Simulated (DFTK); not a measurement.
Crystal: GaN.

```
CELL_PARAMETERS angstrom
3.18000 0.00000 0.00000
-1.59000 2.75396 0.00000
0.00000 0.00000 5.16600
ATOMIC_POSITIONS crystal
Ga 0.66667 0.33333 0.50000
Ga 0.33333 0.66667 0.00000
N 0.66667 0.33333 0.87500
N 0.33333 0.66667 0.37500
```

Base run:

```yaml
Program: DFTK 0.8.2
Functional: r2SCAN
Potentials_or_basis: SG15 1.2 (PBE)
Cutoff: 1225 eV
k_mesh: 9 × 9 × 4
Occupations: fermi-dirac, width 0.05 eV
Spin: no spin polarisation
```

Its results: band gap on the k mesh 2.12 eV, direct; pressure -0.4 GPa; largest force 0.125 eV/Å.

Q: The run is repeated on the same cell with these changes: functional from r2SCAN to BLYP. What comes out?

A: Band gap on the k mesh 2.11 eV, direct; pressure 12.9 GPa; largest force 0.131 eV/Å.

Caveats: the potentials were made for another functional, which shifts forces and pressure.

